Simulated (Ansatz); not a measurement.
# Ag (Fm-3m) in Ansatz: settings compared

Aim: see how the results for Ag move with the level of theory and the settings. Levels: exchange-only PBE, BPBE+D3(BJ)-ATM, PBEsol. Tasks: electron localisation function, electrostatic potential.

Program: Ansatz 0.2.0. These are calculated values, not measurements. Logs are shortened: lines on timing, memory, paths and dates and some standing lists are left out, and cuts for length are marked.

**1. Starting point**

The structure is cubic, space group Fm-3m (No. 225). The conventional cell has a = 4.085 Å, b = 4.085 Å, c = 4.085 Å, α = 90.00°, β = 90.00°, γ = 90.00°. Ag (site symmetry m-3m) is surrounded by 12 Ag at 2.89 Å.

**2. Electron localisation function, exchange-only PBE, spin-orbit coupling, no magnetisation (volume scaled by 1.25)**

Contents of input.yaml:

```yaml
crystal:
  lattice:
    - [0.0, 2.2004857315, 2.2004857315]
    - [2.2004857315, 0.0, 2.2004857315]
    - [2.2004857315, 2.2004857315, 0.0]
  atoms:
    - { symbol: Ag, position: [0.0, 0.0, 0.0] }
hamiltonian:
  xc: { exchange: pbe, correlation: none }
  pseudopotentials: { kind: paw_fr }
kpoints:
  mp_grid: { grid: [11, 11, 11] }
scf:
  occupations: { method: gaussian, width: 0.1 }
  convergence: { dr2_threshold: 1.0e-08 }
output:
  forces: true
  stress: true
  eigenvalues: true
  write_density: true
  write_potential: true
  elf: true
  volumetric_format: npy
magnetization:
  noncollinear: true
  spin_orbit: true
basis:
  ecutrho_ratio: 8
```

Potentials or basis: Ansatz PAW.

The run is started by

```console
$ ansatz run input.yaml --threads 1 --pin off --max-ram 2560MiB --backend cpu --events-out ev --progress --plain --runs-dir out
```

Log:

```text
Warning: output.stress: scf.convergence.dr2_threshold = 1e-8 eV is looser than the 1e-10 eV advised for a printed stress (1e-10 eV for each atom of the cell: 1). What an SCF threshold leaves in a stress goes as its square root, and in the free energy as the threshold itself, and one threshold admits the most on a small cell: of the crystals measured, under no hybrid functional and no lock of the moments, on runs that ended without the residual-converged pass, on stresses that held no estimate of that error, the worst erred by over 100 MPa in a component at 1e-7 eV an atom and by under 5 at 1e-10. Set scf.convergence.dr2_threshold to 1e-10 eV or tighter. The threshold is an SCF's pass mark: one that does not reach it within its budget of iterations ends unconverged, or closes short of it on a stop that the run arms, and scf.convergence.dr2_threshold's page says what that costs each kind of run
Warning: RAYON_NUM_THREADS=1 ignored (pool sized by the plan → 1); use --threads N
Engine: ansatz 0.2.0, aarch64-unknown-linux-gnu
Pseudopotentials: kind: paw_fr
Pseudopotential: Ag, paw_fr, valence charge 19, recommended cutoff 420 eV (normal), Ag.paw.azcp#standard-fr
Functional definition: unnamed
  exchange = pbe_x
  correlation = 0
non-collinear run that drives no moment, with spin-orbit: no starting moment large enough to seed its density (crystal.atoms[].spin), no starting occupations that ask for one, no magnetisation constraint and no magnetic field, so the semilocal B_xc is pinned to zero
Crystal: 1 atoms, lattice volume = 21.310 Å³
Basis set: ecut = 420 eV, 411 PW (Γ), exchange–correlation on 60×60×60 points (8 copies of the dense FFT grid, shifted against one another)
Bands: 28, of which v1, the nominal top of the filled ones, is band 19 counted from 1 (18 counted from 0)
Symmetry: 48 space group operations + 48 with time reversal
Magnetic group: BNS 225.117 (UNI 1619), of the structure as read, at distance tolerance 2.8e-5 Å
k-points: 56 of 1331
Projection manifold: j_resolved (fully-relativistic pseudo-atomic orbitals)
Non-local potential: Ag, projectors of the file, l = 0: 3, l = 1: 4, l = 2: 4, l = 3: 2
PAW form: soft (Blöchl's): semilocal exchange-correlation on the pseudo side does not see the compensation charge
PAW frozen core: Ag, regenerated for the run's functional, and the local potential with it (the file was generated under x = pbe(κ = 0.804, μ = 0.2195149727645171), c = pbe(β = 0.06672455060314922))
PAW one-centre angular grid: Ag, 590 points (default); XC on 64 Gauss nodes
Initial density: superposition of atomic densities (chi_scale 0.1, normalization cell)
Initial wavefunctions: pseudopotential atomic-orbital guess
Functional: x = pbe(κ = 0.804, μ = 0.2195149727645171), c = none
SCF iter   1: F=—  HF=-7524.785581 eV  |F-HF|=—  |Δ(HF+E_count)|=         —  Δρ=6.26e-2  dr2=9.22e-1  dr2_m=0.00e0 (ungated)  ethr=3.10e-3  |M|=0.00e0 ∫|m|=0.00e0 μB  |m|>n=0.0e0 m-floor=0.0e0 τ_xc=0.0e0  β_m=0.30  ⟨swp⟩=7.4  Hψ=3750  notcnv=0  defer=6
preconditioner: auto → none  [metal: Δε(μ)=0.048 eV  Ē_g=13.620 eV  σ=0.100 eV  W_gap=0.26  n_scr=8 (ndim 8)  ℏωp=26.7 eV  f_vac=0.000  D(μ)=0.54/eV (n_scr^D=0)  sad-step TF]
SCF iter   2: F=—  HF=-7524.613572 eV  |F-HF|=—  |Δ(HF+E_count)|=   1.72e-1  Δρ=3.27e-2  dr2=2.81e-1  dr2_m=0.00e0 (ungated)  ethr=3.10e-3  |M|=0.00e0 ∫|m|=0.00e0 μB  |m|>n=0.0e0 m-floor=0.0e0 τ_xc=0.0e0  β_m=0.46  ⟨swp⟩=2.0  Hψ=1162  notcnv=0  defer=164
SCF iter   3: F=—  HF=-7524.537997 eV  |F-HF|=—  |Δ(HF+E_count)|=   7.56e-2  Δρ=7.65e-3  dr2=6.81e-3  dr2_m=0.00e0 (ungated)  ethr=1.48e-3  |M|=0.00e0 ∫|m|=0.00e0 μB  |m|>n=0.0e0 m-floor=0.0e0 τ_xc=0.0e0  β_m=0.69  ⟨swp⟩=2.0  Hψ=1160  notcnv=0  defer=168
SCF iter   4: F=—  HF=-7524.538017 eV  |F-HF|=—  |Δ(HF+E_count)|=   2.03e-5  Δρ=8.26e-4  dr2=1.53e-4  dr2_m=0.00e0 (ungated)  ethr=3.59e-5  |M|=0.00e0 ∫|m|=0.00e0 μB  |m|>n=0.0e0 m-floor=0.0e0 τ_xc=0.0e0  β_m=0.80  ⟨swp⟩=2.4  Hψ=1474  notcnv=0  defer=168
SCF iter   5: F=—  HF=-7524.538004 eV  |F-HF|=—  |Δ(HF+E_count)|=   1.36e-5  Δρ=3.11e-4  dr2=1.72e-5  dr2_m=0.00e0 (ungated)  ethr=8.03e-7  |M|=0.00e0 ∫|m|=0.00e0 μB  |m|>n=0.0e0 m-floor=0.0e0 τ_xc=0.0e0  β_m=0.85  ⟨swp⟩=1.2  Hψ=749  notcnv=0  defer=168
SCF iter   6: F=—  HF=-7524.538009 eV  |F-HF|=—  |Δ(HF+E_count)|=   5.45e-6  Δρ=1.18e-5  dr2=2.50e-8  dr2_m=0.00e0 (ungated)  ethr=9.08e-8  |M|=0.00e0 ∫|m|=0.00e0 μB  |m|>n=0.0e0 m-floor=0.0e0 τ_xc=0.0e0  β_m=0.91  ⟨swp⟩=2.0  Hψ=1013  notcnv=0  defer=168
SCF iter   7: F=—  HF=-7524.538001 eV  |F-HF|=—  |Δ(HF+E_count)|=   8.63e-6  Δρ=1.81e-6  dr2=6.41e-10  dr2_m=0.00e0 (ungated)  ethr=5.26e-11  |M|=0.00e0 ∫|m|=0.00e0 μB  |m|>n=0.0e0 m-floor=0.0e0 τ_xc=0.0e0  β_m=0.96  ⟨swp⟩=10.9  Hψ=4626  notcnv=0
SCF iter   8: F=-7524.538001 eV  HF=-7524.538001 eV  |F-HF|=3.64e-12  |Δ(HF+E_count)|=  2.13e-10  Δρ=9.77e-8  dr2=5.97e-13  dr2_m=0.00e0 (ungated)  ethr=3.37e-12  |M|=0.00e0 ∫|m|=0.00e0 μB  |m|>n=0.0e0 m-floor=0.0e0 τ_xc=0.0e0  ⟨swp⟩=3.1  Hψ=3099  notcnv=0
SCF 1 converged in 8 iterations: F = -7524.538001 eV  dr2 = 5.97e-13
SCF converged after 8 iterations
Magnetization: |M| = 0.0000 μB,  M = (+0.0000, +0.0000, +0.0000) μB
Absolute magnetization: 0.0000 μB (∫|m|)
  site 0: m = (+0.0000, +0.0000, +0.0000) μB, |m| = 0.0000 μB  (R = 1.28 Å)
Free energy (F): -7524.538001 eV
Harris-Foulkes:  -7524.538001 eV  (|F-HF|=3.64e-12)
Internal energy: -7524.535693 eV  (E = F + TS)
E sigma→0 (E₀):  -7524.536847 eV
Entropy (-TS):   -0.002307 eV (-2.307 meV/atom)
Fermi energy:    14.744007 eV
--- Per-component energies (eV) ---
  E_band       = -279.303905
  E_kinetic    = 526.160803
  E_local      = -2526.942906  (includes V_loc(G=0)·N_el)
  E_nonlocal   = 72.944217
  E_hartree    = 1129.983239
  E_xc         = -169.191099
  E_vxc        = -215.476849  (∫ρ·V_xc dr)
  E_paw        = -3849.825914  (= ΣΔE_a)
  E_vpaw       = -395.955663  (= ΣTr[D̂ρ^β])
  E_aug_tail   = -0.000008  (compensation charges beyond the density's cutoff)
  E_ewald      = -2707.738556
  E_core_change = 0.074531  (= ΣΔE_core)
  E_smearing   = -0.002307  (= −TS)
  E_closure    = -0.000000  (closes the sum)
  Σ components = -7524.538001   (vs F -7524.538001, Δ=0.00e0)
--- Forces (eV/Å), atoms counted from 1 ---
  atom   1  Ag     0.00000000     0.00000000    -0.00000000
  max |Σ_I F_I| component: 2.63e-31 eV/Å
--- Stress (GPa, compression-positive) ---
        2.244116       0.000000       0.000000
       -0.000000       2.244116       0.000000
        0.000000       0.000000       2.244116
  P = ⅓ Tr σ = 2.2441 GPa (22.441 kbar)
--- Band table (eV; the first three rows and the last of 56) ---
  k-point 0: bands = ["-76.9213", "-76.9213", "-43.9312", "-43.9312", "-38.8106", "-38.8106", "-38.8106", "-38.8106", "8.2012", "8.2012", "10.1234", "10.1234", "10.1234", "10.1234", "10.5380", "10.5380", "11.0991", "11.0991", "11.0991", "11.0991", "30.0137", "30.0137", "31.6503", "31.6503", "32.1812", "32.1812", "32.1812", "32.1812"]
  k-point 1: bands = ["-76.9209", "-76.9209", "-43.9329", "-43.9329", "-38.8149", "-38.8149", "-38.8116", "-38.8116", "8.4153", "8.4153", "10.1283", "10.1283", "10.1500", "10.1500", "10.5658", "10.5658", "11.0675", "11.0675", "11.1073", "11.1073", "29.4761", "29.4761", "30.6490", "30.6490", "31.7863", "31.7863", "32.0980", "32.0980"]
  k-point 2: bands = ["-76.9197", "-76.9197", "-43.9377", "-43.9377", "-38.8264", "-38.8264", "-38.8141", "-38.8141", "8.9639", "8.9639", "10.1902", "10.1902", "10.1939", "10.1939", "10.6596", "10.6596", "11.0219", "11.0219", "11.1676", "11.1676", "26.4936", "26.4936", "30.5392", "30.5392", "31.4600", "31.4600", "31.8171", "31.8171"]
  k-point 55: bands = ["-76.9140", "-76.9140", "-43.9605", "-43.9605", "-38.8616", "-38.8616", "-38.8463", "-38.8463", "9.7250", "9.7250", "9.9754", "9.9754", "10.3772", "10.3772", "11.1177", "11.1177", "11.7040", "11.7040", "18.8966", "18.8966", "19.3541", "19.3541", "20.4370", "20.4370", "22.5410", "22.5410", "33.3857", "33.3857"]
```

It took 8.6 s on 1 thread of Arm Neoverse V1, shared host; peak memory 0.37 GiB.

Results:

```yaml
Free_energy: -7524.5380 eV
Pressure: 2.2 GPa
Band_gap_on_the_k_mesh: none (metal or under the smearing width)
```

Caveat: the PAW data sets come from PBE, with cores solved anew for the run's functional, which leaves a small shift of forces and pressure; the thresholds are loose for stress.

**3. Electrostatic potential, BPBE+D3(BJ)-ATM, non-collinear spin, ferromagnetic start**

Contents of input.yaml:

```yaml
crystal:
  lattice:
    - [0.0, 2.04275, 2.04275]
    - [2.04275, 0.0, 2.04275]
    - [2.04275, 2.04275, 0.0]
  atoms:
    - { symbol: Ag, position: [0.0, 0.0, 0.0], spin: 0.501, spin_axis: [0.354, 0.354, 0.0] }
hamiltonian:
  xc: { exchange: b88, correlation: pbe }
  pseudopotentials: { kind: nc, accuracy: standard }
  dispersion: d3bjatm
magnetization:
  noncollinear: true
  spin_orbit: false
kpoints:
  mp_grid: { grid: [11, 11, 11] }
scf:
  occupations: { method: gaussian, width: 0.1 }
output:
  forces: true
  stress: true
  eigenvalues: true
  write_density: true
  write_potential: true
  elf: true
  volumetric_format: npy
```

Potentials or basis: PseudoDojo standard (PBE files).

The run is started by

```console
$ ansatz run input.yaml --threads 1 --pin off --max-ram 2560MiB --backend cpu --events-out ev --progress --plain --runs-dir out
```

Log:

```text
Warning: the engine holds no damping parameters fitted to this dispersion correction and functional, so the run takes those fitted to blyp (hamiltonian.dispersion, under Limitations)
Warning: RAYON_NUM_THREADS=1 ignored (pool sized by the plan → 1); use --threads N
[... 1 set-up line as earlier in the session ...]
Pseudopotentials: kind: nc
Pseudopotential: Ag, nc, valence charge 19, recommended cutoff 1115.666836 eV (normal), Ag.nc.azcp (PseudoDojo's, or run here from an input of PseudoDojo's; its table is named by hamiltonian.pseudopotentials.accuracy)
[... 1 set-up line as earlier in the session ...]
  exchange = b88_x
  correlation = pbe_c
this run first makes a single point of its starting geometry on two collinear spin channels, or without spin where it has no moments, for its own SCFs to start from. `scf.lower_state_search: off` leaves that single point out
Crystal: 1 atoms, lattice volume = 17.048 Å³
Basis set: ecut = 1115.666836 eV, 1459 PW (Γ), exchange–correlation on 64×64×64 points (8 copies of the dense FFT grid, shifted against one another)
Bands: 14, of which v1, the nominal top of the filled ones, is band 10 counted from 1 (9 counted from 0)
Symmetry: 48 space group operations
Space group: Fm-3m (ITA 225), of the structure as read, at distance tolerance 2.6e-5 Å
Magnetic group: BNS 225.116 (UNI 1618), of the structure as read, at distance tolerance 2.6e-5 Å
k-points: 56 of 1331
Non-local potential: Ag, projectors of the file, l = 0: 2, l = 1: 2, l = 2: 2
[... 1 set-up line as earlier in the session ...]
Starting moments: Σ|m| = 0.501 μB on 1 of 1 site
[... 1 set-up line as earlier in the session ...]
Functional: x = b88, c = pbe(β = 0.06672455060314922)
SCF iter   1: F=—  HF=-4221.895508 eV  |F-HF|=—  |Δ(HF+E_count)|=         —  Δρ=6.63e-2 (↑6.63e-2 ↓1.93e-2)  dr2=8.64e-1  dr2_m=1.74e-1  M=0.025 μB ∫|m|=0.037 μB  β_m=0.30  ethr=3.10e-3  ⟨swp⟩=5.2  Hψ=9281  notcnv=0
preconditioner: auto → none  [insulator: Δε(μ)=0.157 eV  Ē_g=15.795 eV  σ=0.100 eV  W_gap=0.52  n_scr=8 (ndim 8)  ℏωp=29.8 eV  f_vac=0.000  D(μ)=0.28/eV (n_scr^D=0)  ε∞_Penn≈4.6]
SCF iter   2: F=—  HF=-4221.684187 eV  |F-HF|=—  |Δ(HF+E_count)|=   2.11e-1  Δρ=2.90e-2 (↑2.90e-2 ↓2.42e-2)  dr2=5.32e-2  dr2_m=9.18e-2  M=0.020 μB ∫|m|=0.024 μB  β_m=0.30  ethr=3.10e-3  ⟨swp⟩=2.7  Hψ=3312  notcnv=0  defer=38
SCF iter   3: F=—  HF=-4221.683476 eV  |F-HF|=—  |Δ(HF+E_count)|=   7.11e-4  Δρ=2.02e-2 (↑1.73e-2 ↓2.02e-2)  dr2=1.13e-2  dr2_m=4.79e-2  M=0.016 μB ∫|m|=0.017 μB  β_m=0.30  ethr=2.80e-4  ⟨swp⟩=1.6  Hψ=1971  notcnv=0  defer=38
[... 23 lines left out ...]
SCF 2 converged in 2 iterations: F = -4221.691536 eV  dr2 = 1.12e-11
SCF converged after 2 iterations
Stability not checked: this state was not tested for a lower state beside it, because this non-collinear magnet's GGA is evaluated by the locally collinear projection, under which the energy is not smooth in the magnetisation (locally_collinear_gga; see scf.lower_state_search)
Magnetization: |M| = 0.0000 μB,  M = (-0.0000, -0.0000, +0.0000) μB
Absolute magnetization: 0.0000 μB (∫|m|)
Moment direction: held on its axis by an average over the rotations of spin about it
  site 0: m = (-0.0000, -0.0000, +0.0000) μB, |m| = 0.0000 μB  (R = 1.19 Å)
Free energy (F): -4221.691536 eV
Harris-Foulkes:  -4221.691536 eV  (|F-HF|=1.00e-11)
Internal energy: -4221.689584 eV  (E = F + TS)
E sigma→0 (E₀):  -4221.690560 eV
Entropy (-TS):   -0.001952 eV (-1.952 meV/atom)
Fermi energy:    17.651954 eV
--- Per-component energies (eV) ---
  E_band       = -234.052615
  E_kinetic    = 1441.205314
  E_local      = -3027.102688  (includes V_loc(G=0)·N_el)
  E_nonlocal   = -50.864420
  E_hartree    = 965.708856
  E_xc         = -632.531060
  E_vxc        = -528.708383  (∫ρ·V_xc dr)
  E_ewald      = -2916.822938
  E_disp       = -1.282648  (pairwise vdW)
  E_smearing   = -0.001952  (= −TS)
  E_closure    = -0.000000  (closes the sum)
  Σ components = -4221.691536   (vs F -4221.691536, Δ=0.00e0)
--- Forces (eV/Å), atoms counted from 1 ---
  atom   1  Ag     0.00000000    -0.00000000    -0.00000000
  max |Σ_I F_I| component: 4.04e-27 eV/Å
--- Stress (GPa, compression-positive) ---
       -7.740109      -0.000000       0.000000
       -0.000000      -7.740109       0.000000
        0.000000       0.000000      -7.740109
  P = ⅓ Tr σ = -7.7401 GPa (-77.401 kbar)
--- Band table (eV; the first three rows and the last of 56) ---
  k-point 0: bands = ["-74.6323", "-74.6323", "-38.0127", "-38.0127", "-38.0127", "-38.0127", "-38.0127", "-38.0127", "9.6130", "9.6130", "12.5903", "12.5903", "12.5903", "12.5903", "12.5903", "12.5903", "13.6293", "13.6293", "13.6293", "13.6293", "33.6261", "33.6261", "37.1306", "37.1306", "37.1306", "37.1306", "37.1306", "37.1306"]
  k-point 1: bands = ["-74.6309", "-74.6309", "-38.0258", "-38.0258", "-38.0147", "-38.0147", "-38.0147", "-38.0147", "9.8689", "9.8689", "12.5355", "12.5355", "12.6591", "12.6591", "12.6591", "12.6591", "13.6053", "13.6053", "13.6053", "13.6053", "33.5500", "33.5500", "35.3223", "35.3223", "37.2033", "37.2033", "37.2033", "37.2033"]
  k-point 2: bands = ["-74.6272", "-74.6272", "-38.0608", "-38.0608", "-38.0200", "-38.0200", "-38.0200", "-38.0200", "10.5346", "10.5347", "12.5016", "12.5016", "12.7823", "12.7823", "12.7823", "12.7823", "13.6151", "13.6151", "13.6151", "13.6151", "31.1828", "31.1828", "34.4621", "34.4621", "37.2629", "37.2629", "37.2629", "37.2629"]
  k-point 55: bands = ["-74.6095", "-74.6095", "-38.1271", "-38.1271", "-38.1183", "-38.1183", "-38.0730", "-38.0730", "11.7103", "11.7103", "12.1199", "12.1199", "12.5412", "12.5412", "13.6520", "13.6520", "14.5769", "14.5769", "22.7525", "22.7525", "22.9405", "22.9405", "24.7176", "24.7176", "26.6332", "26.6332", "38.6523", "38.6523"]
```

rho_z.tsv:

```text
# z_ang	rho[e/angstrom^3]	m_x[e/angstrom^3]	m_y[e/angstrom^3]	m_z[e/angstrom^3]	m_norm[e/angstrom^3]
# format = ansatz-planar-average/11
# lattice	0.000000000	2.042750000	2.042750000
# lattice	2.042750000	0.000000000	2.042750000
# lattice	2.042750000	2.042750000	0.000000000
# sites	1
# site	47	0.000000000	0.000000000	0.000000000
0.000000	2.394612e0	-1.257807e-7	-1.257807e-7	0.000000e0	6.438496e-7
0.090278	2.391378e0	-1.359388e-7	-1.359388e-7	0.000000e0	6.363170e-7
0.180555	2.366338e0	-1.585835e-7	-1.585835e-7	0.000000e0	6.166310e-7
0.270833	2.278651e0	-1.797171e-7	-1.797171e-7	0.000000e0	5.953612e-7
0.361111	2.086797e0	-1.941440e-7	-1.941440e-7	0.000000e0	5.890578e-7
0.451388	1.787651e0	-2.074426e-7	-2.074426e-7	0.000000e0	5.967196e-7
[... 24 lines left out ...]
2.708329	2.366338e0	-1.585835e-7	-1.585835e-7	0.000000e0	6.166310e-7
2.798607	2.391378e0	-1.359388e-7	-1.359388e-7	0.000000e0	6.363170e-7
```

v_z.tsv:

```text
# z_ang	v_es[eV]	v_tot[eV]	b_x[eV]	b_y[eV]	b_z[eV]
# format = ansatz-planar-average/11
# xc	{"exchange":"b88","correlation":"pbe","exx":null}
# density_cutoff_ev	4462.667344
# datasets	Ag=:simpson_from_first_knot
# lattice	0.000000000	2.042750000	2.042750000
# lattice	2.042750000	0.000000000	2.042750000
# lattice	2.042750000	2.042750000	0.000000000
# sites	1
# site	47	0.000000000	0.000000000	0.000000000
0.000000	-1.183421e1	-2.922582e1	2.754665e-6	2.754665e-6	0.000000e0
0.090278	-1.127006e1	-2.851726e1	2.783560e-6	2.783560e-6	0.000000e0
0.180555	-9.625077e0	-2.646488e1	2.865697e-6	2.865697e-6	0.000000e0
0.270833	-7.035555e0	-2.327630e1	2.989384e-6	2.989384e-6	0.000000e0
0.361111	-3.724035e0	-1.926256e1	3.141314e-6	3.141314e-6	0.000000e0
0.451388	-8.925716e-3	-1.479619e1	3.316895e-6	3.316895e-6	0.000000e0
[... 24 lines left out ...]
2.708329	-9.625077e0	-2.646488e1	2.865697e-6	2.865697e-6	0.000000e0
2.798607	-1.127006e1	-2.851726e1	2.783560e-6	2.783560e-6	0.000000e0
```

Wall time 30 s (1 thread of Arm Neoverse V1, shared host); peak memory 0.41 GiB.

What came out:

* Free energy: -4221.6915 eV
* Pressure: -7.7 GPa
* Band gap on the k mesh: none (metal or under the smearing width)
* Net moment: 0.00 μB per cell
* Absolute moment: 0.00 μB per cell

Moments on the atoms (μB; x, y, z):
```
Ag  0.00 0.00 0.00
```

Caveat: the potentials were made for another functional, which shifts forces and pressure; pairwise dispersion overbinds metals, which lowers pressure and volume; the dispersion damping was fitted for another functional or another form of the correction; the starting moments weren't kept.

**4. Electrostatic potential, PBEsol, spin-orbit coupling, no magnetisation**

Contents of input.yaml:

```yaml
crystal:
  lattice:
    - [0.0, 2.04275, 2.04275]
    - [2.04275, 0.0, 2.04275]
    - [2.04275, 2.04275, 0.0]
  atoms:
    - { symbol: Ag, position: [0.0, 0.0, 0.0] }
hamiltonian:
  xc: pbesol
  pseudopotentials: { kind: paw_fr }
magnetization:
  noncollinear: true
  spin_orbit: true
kpoints:
  mp_grid: { grid: [11, 11, 11] }
scf:
  occupations: { method: cold, width: 0.1 }
output:
  forces: true
  stress: true
  eigenvalues: true
  write_density: true
  write_potential: true
  elf: true
  volumetric_format: npy
```

Potentials or basis: Ansatz PAW.

The run is started by

```console
$ ansatz run input.yaml --threads 1 --pin off --max-ram 2560MiB --backend cpu --events-out ev --progress --plain --runs-dir out
```

Wall time 5.2 s (1 thread of Arm Neoverse V1, shared host); peak memory 0.34 GiB.

The run converged. Its results:

* Free energy: -7524.5585 eV
* Pressure: -3.1 GPa
* Band gap on the k mesh: none (metal or under the smearing width)

Levels at points of the mesh, in eV from the Fermi level:
```
           k point  band 18  band 19  band 20  band 21  band 22  band 23
(0.00, 0.00, 0.00)    -3.86    -3.86    -3.86    15.62    15.62    18.94
```

Caveat: the PAW data sets come from PBE, with cores solved anew for the run's functional, which leaves a small shift of forces and pressure.

**5. Overview**

```tsv
task	level	potentials or basis	spin	cell	cutoff (eV)	smearing	other keys	gap on the mesh (eV)	pressure (GPa)
electron localisation function	exchange-only PBE	Ansatz PAW	SOC, no magnetisation	volume scaled by 1.25	420	gaussian 0.1 eV	hamiltonian.pseudopotentials = kind paw_fr; …	none	2.2
electrostatic potential	BPBE+D3(BJ)-ATM	PseudoDojo standard (PBE files)	non-collinear, ferromagnetic start	as given	1116	gaussian 0.1 eV	-	none	-7.7
electrostatic potential	PBEsol	Ansatz PAW	SOC, no magnetisation	as given	420	cold 0.1 eV	-	none	-3.1
```

Alike in all rows: k mesh 11 × 11 × 11.

Caveats: the PAW data sets come from PBE, with cores solved anew for the run's functional, which leaves a small shift of forces and pressure (some runs); the thresholds are loose for stress (some runs); the potentials were made for another functional, which shifts forces and pressure (some runs); pairwise dispersion overbinds metals, which lowers pressure and volume (some runs); the dispersion damping was fitted for another functional or another form of the correction (some runs); the starting moments weren't kept (some runs).

Absolute energies hang on the potentials; compare differences alone.
